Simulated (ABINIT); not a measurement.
# ZnSe (Stilleite) (F-43m) in ABINIT: a series of runs, part 2 of 2

ABINIT 10.8.3 (patched build).

## (4) Band structure, PBE

run.abi

```
# Datasets: ground state, then fixed potential
ndtset 2

# Pseudopotentials
pp_dirpath "./"
pseudos "34_Se_16_1.9_2.1_pbe_n_v1.0.psp8, 30_Zn_20_1.9_2.3_pbe_n_v1.0.psp8"

# Structure
acell 3*1.0 Angstrom
rprim
     0.0000000000     2.8338000000     2.8338000000
     2.8338000000     0.0000000000     2.8338000000
     2.8338000000     2.8338000000     0.0000000000
ntypat 2
znucl 34 30
natom 2
typat 1 2
xcart
     8.0326588379     8.0326588379     8.0326588379
     0.0000000000     0.0000000000     0.0000000000

# Plane-wave basis
ecut 34.0

# Exchange and correlation
ixc 11

# Bands and occupations
occopt 3
tsmear 0.05 eV

# SCF cycle
nstep 100

# Output
iomode 3
prtwf 0
prteig 0
prtebands 0
prtden1 1

# Dataset 1
kptopt1 1
ngkpt1 8 8 8
nshiftk1 1
shiftk1 0.0 0.0 0.0
nband1 22
tolvrs1 1.0e-10

# Dataset 2: bands along G-X-W-K-G-L-U-W-L-K
iscf2 -2
getden2 1
nband2 26
nbdbuf2 2
tolwfr2 1.0e-12
kptopt2 -9
ndivsm2 8
prteig2 1
kptbounds2
     0.0000000000     0.0000000000     0.0000000000
     0.5000000000     0.0000000000     0.5000000000
     0.5000000000     0.2500000000     0.7500000000
     0.3750000000     0.3750000000     0.7500000000
     0.0000000000     0.0000000000     0.0000000000
     0.5000000000     0.5000000000     0.5000000000
     0.6250000000     0.2500000000     0.6250000000
     0.5000000000     0.2500000000     0.7500000000
     0.5000000000     0.5000000000     0.5000000000
     0.3750000000     0.3750000000     0.7500000000
```

Potentials or basis: SPMS NC PBE v1.0.

On the command line:

```console
> abinit run.abi > log 2>&1
```

run.abo:

```text
.Version 10.8.3 of ABINIT
 DATASET    1 : space group F-4 3 m (#216); Bravais cF (face-center cubic)
================================================================================
 Values of the parameters that define the memory need for DATASET  1.
     intxc =       0    ionmov =       0      iscf =       7    lmnmax =       6
     lnmax =       6     mgfft =      40  mpssoang =       3    mqgrid =    3001
     natom =       2  nloc_mem =       1    nspden =       1   nspinor =       1
    nsppol =       1      nsym =      24    n1xccc =    2501    ntypat =       2
    occopt =       3   xclevel =       2
       mpw =        2936          nfft =       64000          nkpt =          29
================================================================================
================================================================================

 DATASET    2 : space group F-4 3 m (#216); Bravais cF (face-center cubic)
================================================================================
 Values of the parameters that define the memory need for DATASET  2.
     intxc =       0    ionmov =       0      iscf =      -2    lmnmax =       6
     lnmax =       6     mgfft =      40  mpssoang =       3    mqgrid =    3001
     natom =       2  nloc_mem =       1    nspden =       1   nspinor =       1
    nsppol =       1      nsym =      24    n1xccc =    2501    ntypat =       2
    occopt =       3   xclevel =       2
       mpw =        2936          nfft =       64000          nkpt =         139
================================================================================
================================================================================

--------------------------------------------------------------------------------
------------- Echo of variables that govern the present computation ------------
--------------------------------------------------------------------------------
 -outvars: echo values of preprocessed input variables --------
            acell      1.8897261259E+00  1.8897261259E+00  1.8897261259E+00 Bohr
              amu      7.89600000E+01  6.53900000E+01
             ecut      3.40000000E+01 Hartree
[... 1688 lines left out ...]
    2     -0.00000000290847    -0.00000000290847    -0.00000000290847
 length scales=  1.889726125908  1.889726125908  1.889726125908 bohr
              =  1.000000000000  1.000000000000  1.000000000000 angstroms
 Eigenvalues (hartree) for nkpt= 139  k points:
 kpt#   1, nband= 26, wtk=  1.00000, kpt=  0.0000  0.0000  0.0000 (reduced coord)
  -4.54142   -2.85635   -2.85635   -2.85635   -1.66383   -1.66383   -1.66383   -1.66358
  -1.66358   -0.42545   -0.17825   -0.17825   -0.17825   -0.16465   -0.16465    0.06185
   0.06185    0.06185    0.10889    0.27574    0.27574    0.27574    0.42769    0.48421
   0.48421    0.54300
 kpt#   2, nband= 26, wtk=  1.00000, kpt=  0.0217  0.0000  0.0217 (reduced coord)
  -4.54142   -2.85635   -2.85635   -2.85635   -1.66383   -1.66383   -1.66383   -1.66358
  -1.66358   -0.42530   -0.17826   -0.17821   -0.17821   -0.16467   -0.16464    0.05882
   0.06131    0.06131    0.11209    0.27464    0.27655    0.27655    0.42936    0.47932
   0.48446    0.54376
 kpt#   3, nband= 26, wtk=  1.00000, kpt=  0.0435  0.0000  0.0435 (reduced coord)
  -4.54142   -2.85635   -2.85635   -2.85635   -1.66384   -1.66383   -1.66383   -1.66358
  -1.66358   -0.42484   -0.17829   -0.17811   -0.17811   -0.16471   -0.16462    0.05141
   0.05973    0.05973    0.11999    0.27147    0.27894    0.27894    0.43412    0.46768
   0.48520    0.54550
 kpt#   4, nband= 26, wtk=  1.00000, kpt=  0.0652  0.0000  0.0652 (reduced coord)
  -4.54142   -2.85635   -2.85635   -2.85635   -1.66384   -1.66383   -1.66383   -1.66358
[... 664 lines left out ...]
  -4.54142   -2.85635   -2.85635   -2.85635   -1.66384   -1.66383   -1.66383   -1.66358
  -1.66358   -0.38832   -0.17480   -0.17113   -0.16691   -0.16403   -0.15539   -0.11132
  -0.05089    0.00075    0.19839    0.28188    0.37430    0.38676    0.41816    0.49599
   0.62468    0.65511
 kpt# 138, nband= 26, wtk=  1.00000, kpt=  0.3839  0.3839  0.7321 (reduced coord)
  -4.54142   -2.85635   -2.85635   -2.85635   -1.66384   -1.66383   -1.66382   -1.66358
  -1.66358   -0.38776   -0.17488   -0.17080   -0.16713   -0.16395   -0.15509   -0.11109
  -0.05206   -0.00173    0.19600    0.27551    0.38599    0.39580    0.41287    0.49877
   0.62909    0.67487
 kpt# 139, nband= 26, wtk=  1.00000, kpt=  0.3750  0.3750  0.7500 (reduced coord)
  -4.54142   -2.85635   -2.85635   -2.85635   -1.66384   -1.66383   -1.66382   -1.66358
  -1.66358   -0.38741   -0.17499   -0.17055   -0.16739   -0.16385   -0.15499   -0.11120
  -0.05132   -0.00384    0.19387    0.26784    0.39455    0.40311    0.41322    0.50430
   0.62726    0.68956

== END DATASET(S) ==============================================================
================================================================================

 -outvars: echo values of variables after computation  --------
            acell      1.8897261259E+00  1.8897261259E+00  1.8897261259E+00 Bohr
           etotal1    -3.1210817798E+02
            fcart1     5.1488593545E-26  5.1488593545E-26 -1.5446578064E-25
                      -5.1488593545E-26 -5.1488593545E-26  1.5446578064E-25
            rprim      0.0000000000E+00  2.8338000000E+00  2.8338000000E+00
                       2.8338000000E+00  0.0000000000E+00  2.8338000000E+00
                       2.8338000000E+00  2.8338000000E+00  0.0000000000E+00
           strten1    -7.6394212239E-05 -7.6394212239E-05 -7.6394212239E-05
                       0.0000000000E+00  0.0000000000E+00  0.0000000000E+00
           xangst      4.2506999971E+00  4.2506999971E+00  4.2506999971E+00
                      -2.9084696216E-09 -2.9084698576E-09 -2.9084696216E-09
             xred      7.4999999949E-01  7.4999999949E-01  7.4999999949E-01
                      -5.1317486371E-10 -5.1317478045E-10 -5.1317486371E-10
 Calculation completed.
```

Wall time 4.9 min (1 thread of Arm Neoverse V1, shared host); peak memory 0.23 GiB.

Results:

| Item | Value |
| --- | --- |
| Free energy | -8492.8962 eV |
| Pressure | 2.2 GPa |
| Band gap on the k mesh | 1.28 eV, direct |
| Band gap along the path | 1.28 eV, direct |
| Valence electrons inside the program's atomic spheres | Se 13.27; Zn 18.11 |

Levels at the corners of the path, in eV from the valence-band top:
```csv
point,band 15,band 16,band 17,band 18,band 19,band 20,band 21,band 22
Γ,-6.16,0.00,0.00,0.00,1.28,5.82,5.82,5.82
X,-5.99,-4.74,-2.18,-2.18,2.99,3.47,10.73,11.26
W,-5.87,-4.68,-2.76,-2.66,5.49,5.56,6.97,7.72
K,-5.90,-4.71,-3.08,-1.79,3.59,5.61,9.05,9.29
Γ,-6.16,0.00,0.00,0.00,1.28,5.82,5.82,5.82
L,-6.01,-5.22,-0.87,-0.87,2.54,6.40,6.40,8.58
U,-5.90,-4.71,-3.08,-1.79,3.59,5.61,9.05,9.29
W,-5.87,-4.68,-2.76,-2.66,5.49,5.56,6.97,7.72
L,-6.01,-5.22,-0.87,-0.87,2.54,6.40,6.40,8.58
K,-5.90,-4.71,-3.08,-1.79,3.59,5.61,9.05,9.29
```

## (5) Equation of state, RPBE

run.abi

```
# Datasets: one volume each
ndtset 7
getwfk -1
scalecart1 3*0.9795861087
scalecart2 3*0.9864848297
scalecart3 3*0.9932883884
scalecart4 3*1.0000000000
scalecart5 3*1.0066227096
scalecart6 3*1.0131594038
scalecart7 3*1.0196128224

# Pseudopotentials
pp_dirpath "./"
pseudos "Se.GGA_PBE-JTH.xml, Zn.GGA_PBE-JTH.xml"

# Structure
acell 3*1.0
rprim
     0.0000000000     5.3551058920     5.3551058920
     5.3551058920     0.0000000000     5.3551058920
     5.3551058920     5.3551058920     0.0000000000
ntypat 2
znucl 34 30
natom 2
typat 1 2
xred
     0.7500000000     0.7500000000     0.7500000000
     0.0000000000     0.0000000000     0.0000000000

# Plane-wave basis
ecut 544.227725 eV
pawecutdg 40.0

# k points
kptopt 1
ngkpt 8 8 8
nshiftk 1
shiftk 0.0 0.0 0.0

# Exchange and correlation
ixc 15

# Bands and occupations
nband 13
occopt 3
tsmear 0.00183747

# SCF cycle
nstep 100
tolvrs 1.0e-9

# Output
iomode 3
prtwf 1
prtden 0
prteig 0
prtebands 0
```

Potentials or basis: JTH PAW PBE v2.0.

On the command line:

```console
> abinit run.abi > log 2>&1
```

run.abo:

```text
.Version 10.8.3 of ABINIT
 DATASET    1 : space group F-4 3 m (#216); Bravais cF (face-center cubic)
================================================================================
 Values of the parameters that define the memory need for DATASET  1.
     intxc =       0    ionmov =       0      iscf =      17    lmnmax =      18
     lnmax =       6     mgfft =      30  mpssoang =       3    mqgrid =    3001
     natom =       2  nloc_mem =       2    nspden =       1   nspinor =       1
    nsppol =       1      nsym =      24    n1xccc =       1    ntypat =       2
    occopt =       3   xclevel =       2
       mpw =        1249          nfft =       27000          nkpt =          29
 PAW method is used; the additional fine FFT grid is defined by:
   mgfftf=        45    nfftf =     91125
================================================================================
================================================================================
[... 71 lines left out ...]
 DATASET    7 : space group F-4 3 m (#216); Bravais cF (face-center cubic)
================================================================================
 Values of the parameters that define the memory need for DATASET  7.
     intxc =       0    ionmov =       0      iscf =      17    lmnmax =      18
     lnmax =       6     mgfft =      32  mpssoang =       3    mqgrid =    3001
     natom =       2  nloc_mem =       2    nspden =       1   nspinor =       1
    nsppol =       1      nsym =      24    n1xccc =       1    ntypat =       2
    occopt =       3   xclevel =       2
       mpw =        1405          nfft =       32768          nkpt =          29
 PAW method is used; the additional fine FFT grid is defined by:
   mgfftf=        45    nfftf =     91125
================================================================================
================================================================================

--------------------------------------------------------------------------------
------------- Echo of variables that govern the present computation ------------
--------------------------------------------------------------------------------
 -outvars: echo values of preprocessed input variables --------
            acell      1.0000000000E+00  1.0000000000E+00  1.0000000000E+00 Bohr
              amu      7.89600000E+01  6.53900000E+01
             ecut      2.00000000E+01 Hartree
           getwfk          -1
              ixc          15
[... 147 lines left out ...]
 basis_size (lnmax)=  6 (lmn_size= 18), orbitals=   0   0   1   1   2   2
 Spheres core radius: rc_sph= 2.30769763
 Shapefunction is SIN type: shapef(r)=[sin(pi*r/rshp)/(pi*r/rshp)]**2
 Radius for shape functions =  1.80965103
 Compensation charge density is not taken into account in XC energy/potential

   7.09926356E+02                                ecore*ucvol(ha*bohr**3)
--------------------------------------------------------------------------------

[... 1345 lines left out ...]
-Cartesian components of stress tensor (GPa)         [Pressure=  4.1798E-01 GPa]
- sigma(1 1)= -4.17976841E-01  sigma(3 2)=  0.00000000E+00
- sigma(2 2)= -4.17976841E-01  sigma(3 1)=  0.00000000E+00
- sigma(3 3)= -4.17976841E-01  sigma(2 1)=  0.00000000E+00

== END DATASET(S) ==============================================================
================================================================================

 -outvars: echo values of variables after computation  --------
            acell      1.0000000000E+00  1.0000000000E+00  1.0000000000E+00 Bohr
           etotal1    -7.3841012216E+01
           etotal2    -7.3842753578E+01
           etotal3    -7.3844139823E+01
           etotal4    -7.3845201986E+01
           etotal5    -7.3845978521E+01
           etotal6    -7.3846481898E+01
           etotal7    -7.3846748364E+01
            fcart1     4.4913459438E-29 -1.9248625474E-29 -6.4162084912E-30
                      -4.4913459438E-29  1.9248625474E-29  6.4162084912E-30
            fcart2    -0.0000000000E+00 -0.0000000000E+00 -0.0000000000E+00
                      -0.0000000000E+00 -0.0000000000E+00 -0.0000000000E+00
            fcart3     3.1638488791E-29 -1.5819244395E-29 -1.8983093275E-29
                      -3.1638488791E-29  1.5819244395E-29  1.8983093275E-29
            fcart4     7.8565358856E-31  7.8565358856E-31 -2.3569607657E-30
                      -7.8565358856E-31 -7.8565358856E-31  2.3569607657E-30
            fcart5    -0.0000000000E+00 -0.0000000000E+00 -0.0000000000E+00
                      -0.0000000000E+00 -0.0000000000E+00 -0.0000000000E+00
[... 38 lines left out ...]
                       0.0000000000E+00  0.0000000000E+00  0.0000000000E+00
           xangst1     4.1639266695E+00  4.1639266695E+00  4.1639266695E+00
                       0.0000000000E+00  0.0000000000E+00  0.0000000000E+00
           xangst2     4.1932510628E+00  4.1932510628E+00  4.1932510628E+00
                       0.0000000000E+00  0.0000000000E+00  0.0000000000E+00
           xangst3     4.2221709497E+00  4.2221709497E+00  4.2221709497E+00
                       0.0000000000E+00  0.0000000000E+00  0.0000000000E+00
           xangst4     4.2506999971E+00  4.2506999971E+00  4.2506999971E+00
                       0.0000000000E+00  0.0000000000E+00  0.0000000000E+00
           xangst5     4.2788511488E+00  4.2788511488E+00  4.2788511488E+00
                       0.0000000000E+00  0.0000000000E+00  0.0000000000E+00
           xangst6     4.3066366748E+00  4.3066366748E+00  4.3066366748E+00
                       0.0000000000E+00  0.0000000000E+00  0.0000000000E+00
           xangst7     4.3340682213E+00  4.3340682213E+00  4.3340682213E+00
                       0.0000000000E+00  0.0000000000E+00  0.0000000000E+00
             xred      7.5000000000E-01  7.5000000000E-01  7.5000000000E-01
                       0.0000000000E+00  0.0000000000E+00  0.0000000000E+00
 Calculation completed.
```

Run time: 3.8 min. Hardware: 1 thread of Arm Neoverse V1, shared host; peak memory 0.15 GiB.

What came out:

```yaml
Equilibrium_volume: "24.45 Å³/atom (rough: see the caveat)"
Bulk_modulus: 53 GPa (rough)
```

Energy against volume, from the lowest point:
```tsv
volume (Å³/atom)	energy (meV/atom)
21.391	78.04
21.846	54.35
22.301	35.49
22.757	21.04
23.212	10.47
23.667	3.63
24.122	0.00
```

Caveat: the cutoff is too short for stress, so the log's stress isn't used; pressures at fixed basis lie under the slope of the energies; the minimum lies outside the volumes run; the PAW data sets were made with another functional, which shifts forces and pressure a little.

## (6) Summary

```csv
task,level,potentials or basis,cutoff (eV),fine-grid cutoff,gap on the mesh (eV)
band structure,SOGGA,JTH PAW PBE v2.0,544,1088.46 eV,1.18
band structure,AM05,JTH PAW PBE v2.0,544,1088.46 eV,1.27
band structure,PBE,SPMS NC PBE v1.0,925,-,1.28
equation of state,RPBE,JTH PAW PBE v2.0,544,1088.46 eV,-
```

Alike in all rows: no spin polarisation; cell as given; k mesh 8 × 8 × 8; smearing fermi-dirac 0.05 eV.

Caveats: the PAW data sets were made with another functional, which shifts forces and pressure a little (some runs); pressures at fixed basis lie under the slope of the energies (some runs); the minimum lies outside the volumes run (some runs).

Absolute energies hang on the potentials; compare differences alone.

## (7) Comparison with measurements

Step 2. Against the measured gap of ZnSe, 2.695 eV (an exciton energy, a little under the gap; 300 K; “Alloy Disordering Effects on the Thermal Conductivity and Energy Gap Temperature Dependence of Cd1−xZnxSe Ternary Crystals Grown by the Bridgman Method”, 2023, pmc:10253836), the calculated 1.18 eV is off by -1.52 eV. So large a miss can be the level of theory's own, or it may mean another phase, state or a wrong row. Spin-orbit coupling on Se is left out. The value is that of SOGGA, without temperature or zero-point motion.

Step 3. Measured gap of ZnSe: 2.695 eV (an exciton energy, a little under the gap; 300 K; “Alloy Disordering Effects on the Thermal Conductivity and Energy Gap Temperature Dependence of Cd1−xZnxSe Ternary Crystals Grown by the Bridgman Method”, 2023, pmc:10253836). This calculation gives 1.27 eV (-1.42 eV). So large a miss can be the level of theory's own, or it may mean another phase, state or a wrong row. Spin-orbit coupling on Se is left out. The value is that of AM05, without temperature or zero-point motion. Semilocal functionals fall short of measured gaps as a rule.

Step 4. Measured gap of ZnSe: 2.695 eV (an exciton energy, a little under the gap; 300 K; “Alloy Disordering Effects on the Thermal Conductivity and Energy Gap Temperature Dependence of Cd1−xZnxSe Ternary Crystals Grown by the Bridgman Method”, 2023, pmc:10253836). This calculation gives 1.28 eV (-1.42 eV). So large a miss can be the level of theory's own, or it may mean another phase, state or a wrong row. Spin-orbit coupling on Se is left out. The value is that of PBE, without temperature or zero-point motion. Semilocal functionals fall short of measured gaps as a rule.
